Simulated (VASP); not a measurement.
# InAs in VASP: one cell, several levels of theory

Aim: gap, levels, forces and stress of InAs (zincblende), under -2.1 % strain along z alone at fixed geometry. Runs: PBE, r2SCAN.

Program: VASP 6.6.1. PAW datasets, plane waves. No spin polarisation and no zero-point or thermal motion.

## Step 1: The system as given

The cell comes from an earlier relaxation with r2SCAN in another program, then strained, with the atoms relaxed again.

The symmetry is I-4m2 (No. 119, tetragonal); conventional cell a = 4.320 Å, c = 5.980 Å, 27.90 Å³ an atom. In has 4 As at 2.63 Å; As has 4 In at 2.63 Å.

The structure in full:

```
CELL_PARAMETERS angstrom
0.00000 3.05459 2.99014
3.05459 0.00000 2.99014
3.05459 3.05459 0.00000
ATOMIC_POSITIONS crystal
In 0.00000 0.00000 0.00000
As 0.25000 0.25000 0.25000
```

## Step 2: Single point with PBE

Contents of INCAR:

```
ENCUT = 520.000000
SIGMA = 0.020000
EDIFF = 1.00e-07
GGA = PE
PREC = Accurate
IBRION = -1
ISIF = 2
ISMEAR = -1
NBANDS = 16
NELM = 120
NSW = 0
LASPH = .TRUE.
LCHARG = .FALSE.
LWAVE = .FALSE.
LREAL = .FALSE.
```

Contents of KPOINTS:

```
KPOINTS created by Atomic Simulation Environment
0
Gamma
8 8 8
0 0 0
```

Contents of KPOINTS_OPT:

```
special points
6
Reciprocal
0.0000000000 0.0000000000 0.0000000000 1
-0.5000000000 -0.5000000000 0.0000000000 1
-0.3750000000 -0.3750000000 0.2500000000 1
-0.3750000000 0.0000000000 0.3750000000 1
0.0000000000 0.0000000000 0.5000000000 1
-0.5000000000 -0.2500000000 0.2500000000 1
```

Contents of POSCAR:

```
In As
 1.0000000000000000
     0.0000000000000000    3.0545905078000000    2.9901386480999999
     3.0545905078000000    0.0000000000000000    2.9901386480999999
     3.0545905078000000    3.0545905078000000    0.0000000000000000
 In  As
   1   1
Cartesian
  0.0000000000000000  0.0000000000000000  0.0000000000000000
  1.5272952538999998  1.5272952538999998  1.4950693240499997
```

Potentials: the recommended PBE PAW datasets, 18 valence electrons in the neutral cell.

The run is started by

```console
$ mpirun -np 1 vasp_std
```

## Step 3: r2SCAN at this geometry

Contents of INCAR:

```
ENCUT = 520.000000
SIGMA = 0.020000
EDIFF = 1.00e-07
ALGO = Normal
METAGGA = R2SCAN
PREC = Accurate
IBRION = -1
ISIF = 2
ISMEAR = -1
NBANDS = 16
NELM = 120
NSW = 0
LASPH = .TRUE.
LCHARG = .TRUE.
LELF = .TRUE.
LWAVE = .FALSE.
LREAL = .FALSE.
```

KPOINTS is that of step 2.

KPOINTS_OPT is that of step 2.

POSCAR is that of step 2.

What does the calculation give? Wanted: for each run, gap; pressure.

As calculated:

```
 level  gap (eV)  pressure (GPa)
   PBE      0.10            3.37
r2SCAN      0.13            1.25
```

**Reading.** The gap runs from 0.10 eV (PBE) to 0.13 eV (r2SCAN). Spin-orbit coupling is left out, though the cell holds In (Z = 49); in an element this heavy it can shift bands and gaps by tenths of an eV. The pressure is highest with PBE (3.4 GPa) and lowest with r2SCAN (1.3 GPa), which orders the cells that they would relax to.
